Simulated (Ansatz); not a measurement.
## Two-dimensional strain map in SiNi

All numbers below come from DFT PBEsol, scalar-relativistic, plane waves, PAW (Ansatz). Settings: plane waves to 420 eV, k-mesh 10×10×10 (Γ-centred), Gaussian smearing 0.15 eV. No spin polarisation. A magnetic state may lie lower. Energies are free energies at this smearing, counted from the undisturbed cell; pressure is positive in compression.

The undisturbed cell (relaxed at this level; this form isn't the usual structure):

```
Si Ni
1.0
     4.46798    0.00000    0.00000
     0.00000    4.46798    0.00000
     0.00000    0.00000    4.46798
Si Ni
4 4
Cartesian
  3.7820 3.7820 3.7820
  2.9200 0.6860 1.5480
  1.5480 2.9200 0.6860
  0.6860 1.5480 2.9200
  0.6657 0.6657 0.6657
  1.5683 3.8023 2.8997
  2.8997 1.5683 3.8023
  3.8023 2.8997 1.5683
```

The cell is strained by p along both x and y and by q along z, fractional coordinates fixed. Points are written (p, q).

Energy above the undisturbed cell in meV/atom (a dash: not computed):

```
 p \ q  -0.080  -0.040  0.000  0.040  0.080
-0.080   547.1   372.9  258.7  188.1  148.4
-0.040   230.7       –   56.2      –   33.3
 0.000    83.4       –    0.0      –   48.1
 0.080   106.0       –  152.9      –  302.1
```

Pressure in GPa:

```
 p \ q  -0.080  -0.040  0.000  0.040  0.080
-0.080    89.6    68.0   51.3   38.2   28.0
-0.040    49.2       –   20.2      –    3.3
 0.000    22.0       –    0.0      –  -12.1
 0.080    -7.7       –  -20.7      –  -26.7
```

Cost: 14 runs of about 15 core-minutes in all, on Oxide Virtual Turin-like Processor (Zen 5) (shared hosts).